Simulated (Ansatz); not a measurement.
## SiNi3 (Pm-3m), one atom moved along a line

Method: Ansatz 0.2.0, DFT PBEsol, scalar-relativistic, plane waves, PAW. The runs took a 420 eV cutoff, a Γ-centred 14×14×14 mesh and Gaussian smearing (0.15 eV). No spin polarisation. A magnetic state may lie lower. Energies are free energies at this smearing, counted from the undisturbed cell; pressure is positive in compression.

The undisturbed cell (relaxed at this level; it needn't be the usual structure):

```yaml
crystal:
  lattice:
    - [3.46125, 0.00000, 0.00000]
    - [0.00000, 3.46125, 0.00000]
    - [0.00000, 0.00000, 3.46125]
  atoms:
    - { symbol: Si, position: [0.00000, 0.00000, 0.00000] }
    - { symbol: Ni, position: [0.00000, 0.50000, 0.50000] }
    - { symbol: Ni, position: [0.50000, 0.00000, 0.50000] }
    - { symbol: Ni, position: [0.50000, 0.50000, 0.00000] }
```

Atom 1 (Si) is moved by x along the Cartesian unit vector (0.000, 0.000, 1.000); the cell and all other atoms stay fixed. The cell is metallic on the mesh throughout.

```csv
x (Å),ΔE (meV/cell),force along x on the moved atoms (eV/Å),pressure (GPa)
-0.1000,30.4,0.61,0.5
-0.0600,10.9,0.36,0.2
0.0000,0.0,0.00,0.0
0.0400,?,?,0.1
0.0800,19.4,-0.49,0.3
```

Q: Give the withheld values.

A: ΔE (meV/cell) at x (Å) = 0.0400: 4.8; force along x on the moved atoms (eV/Å) at x (Å) = 0.0400: -0.24.

Cost: 5 runs of about 2.3 core-minutes in all, on Intel Xeon Platinum 8259CL (Skylake/Cascade Lake) (shared hosts).